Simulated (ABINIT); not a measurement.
Crystal: MoS2.

```
CELL_PARAMETERS angstrom
1.58000 0.91221 6.15000
-1.58000 0.91221 6.15000
0.00000 -1.82443 6.15000
ATOMIC_POSITIONS crystal
Mo 0.00000 0.00000 0.00000
S 0.41700 0.41700 0.41700
S 0.25000 0.25000 0.25000
```

Measurements of this composition are mostly on another form, of space group No. 194.

Base run:

```yaml
Program: ABINIT 10.8.3 (patched build)
Functional: PBE
Potentials_or_basis: PseudoDojo NC SR PBE v0.4.1 standard
Cutoff: 1088 eV
k_mesh: 8 × 8 × 8
Occupations: fermi-dirac, width 0.05 eV
Spin: no spin polarisation
```

Its results: band gap on the k mesh 1.03 eV, indirect (least direct gap 2.02 eV); pressure 5.4 GPa; largest force 0.530 eV/Å.

The run is repeated on the same cell with these changes: functional from PBE to LDA; potentials or basis from PseudoDojo NC SR PBE v0.4.1 standard to PseudoDojo NC SR LDA v0.4.1 standard; cutoff from 1088 eV to 952 eV. What comes out?

Band gap on the k mesh 0.96 eV, indirect (least direct gap 2.02 eV); pressure -2.6 GPa; largest force 0.092 eV/Å.

A k mesh can miss the band edges.
